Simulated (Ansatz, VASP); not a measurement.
## AlNi in VASP and in Ansatz

INCAR

```
SYSTEM = AlNi
ALGO = Fast
EDIFF = 1E-6
ENCUT = 520
GGA = PE
ISIF = 2
ISMEAR = 0
LASPH = .TRUE.
LCHARG = .FALSE.
LREAL = .FALSE.
LWAVE = .FALSE.
NBANDS = 14
NELM = 60
PREC = Accurate
SIGMA = 0.15
```

Contents of KPOINTS:

```
k-points
0
G
  16 16 16
  0 0 0
```

The input POSCAR:

```
AlNi
1.0
    2.8810000000      0.0000000000      0.0000000000
    0.0000000000      2.8810000000      0.0000000000
    0.0000000000      0.0000000000      2.8810000000
Al Ni
1 1
Direct
   -0.0526048059     -0.0526048059     -0.0526048059
    0.5000000000      0.5000000000      0.5000000000
```

Input for Ansatz:

```yaml
crystal:
  lattice:
    - [2.881, 0.0, 0.0]
    - [0.0, 2.881, 0.0]
    - [0.0, 0.0, 2.881]
  atoms:
    - { symbol: Al, position: [-0.0526048059, -0.0526048059, -0.0526048059] }
    - { symbol: Ni, position: [0.5, 0.5, 0.5] }
basis:
  ecutwfc: 420
kpoints:
  mp_grid: { grid: [16, 16, 16] }
hamiltonian:
  xc: pbe
scf:
  occupations: { method: gaussian, width: 0.15 }
output:
  forces: true
  stress: true
  eigenvalues: true
```

Change from the starting cell: all Al atoms moved +0.263 Å, as atom 1 towards its neighbour atom 2 (Ni) at 2.495 Å.

Alike in both runs: task single point; functional PBE; k mesh 16 × 16 × 16; occupations gaussian, width 0.15 eV; no spin polarisation.

```csv
,VASP,Ansatz
version,VASP 6.6.1,Ansatz 0.2.0
potentials or method,"VASP PAW PBE potentials, release 64 (Al, Ni)","scalar-relativistic, plane waves, PAW"
plane-wave cutoff (eV),520,420
valence electrons in the cell,13,21
```

```tsv
	VASP	Ansatz	Ansatz less VASP
gap on the k mesh at the Fermi level (eV)	none	none	-
pressure (GPa)	6.7	6.7	+0.05
largest component of the traceless stress (GPa)	3.54	3.53	-0.017
rms of the force components (eV/Å)	1.053	1.049	-0.0044
```

Atom by atom the forces differ by 0.004 eV/Å (rms over components). A gap of «none» marks a metal or a gap that the smearing closes. The two sets of potentials don't hold the same shells in valence.

Caveats: forces of over 1 eV/Å show positions far from the minimum, so gaps and moduli don't describe the material at rest. Spin polarisation is off, so any magnetic state and its effect on volume and gap are missing.
